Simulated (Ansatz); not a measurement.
Working through a breakdown of dispersion, smearing and cutoff terms of BN, space group Pnma

With Ansatz 0.2.0, Python API.

Interactive session:
```pycon
>>> import ansatz
>>> cell = (
...     ansatz.Lattice.orthorhombic(4.880089, 2.591464, 4.292049)
...     .space_group(62, hermann_mauguin="Pnma")
...     .atom("B", (0.659587, 0.75, 0.092904))
...     .atom("N", (0.82113, 0.75, 0.393514))
... )
>>> [site.symbol for site in cell.resolved().sites]
['B', 'B', 'B', 'B', 'N', 'N', 'N', 'N']
>>> model = cell.calculation().kpoints(4, 8, 6, center="gamma").occupations("fixed")
>>> with_term = model.functional("pbesol", dispersion="d4").basis(340).cutoff_correction(490).run().report
DeckWarning: basis.ecutwfc = 340 eV is below the records' recommended 420 eV, and the density's cutoff is lower with it unless basis.ecutrho_ratio is high enough to keep the records' density cutoff: compare with a run at a higher cutoff
>>> without = model.functional("pbesol").basis(340).run().report
>>> finer = model.functional("pbesol").basis(490).run().report
>>> removed = ansatz.free_energy_without(with_term, ansatz.EnergyTerm.DISPERSION)
>>> print(f"dispersion term            {with_term['components']['e_disp']:.5f} eV")
dispersion term            -0.90459 eV
>>> print(f"F less dispersion          {removed:.5f} eV, run without it {without['free_energy_ev']:.5f} eV")
F less dispersion          -2133.19244 eV, run without it -2133.19244 eV
>>> print(f"F less smearing term       {ansatz.free_energy_without(without, ansatz.EnergyTerm.SMEARING):.5f} eV")
F less smearing term       -2133.19244 eV
>>> print(f"estimated gain to 490 eV   {with_term['cutoff_correction']['energy_ev']:.5f} eV, found {finer['free_energy_ev'] - without['free_energy_ev']:.5f} eV")
estimated gain to 490 eV   -0.39723 eV, found -0.39239 eV
```

Notes:
- Total energies depend on the potentials; only differences at equal settings carry meaning. A total without «per atom» is that of the whole cell that was run.
- The cutoff lies under the one recommended for these potentials in some of the runs.
- The structure comes from a database of computed cells and needn't be a stable or known phase.
- Warnings are shown shortened and without file and line.
- Timing: 8 s on 1 thread of Arm Neoverse V2 (shared host), peak memory 0.4 GiB.
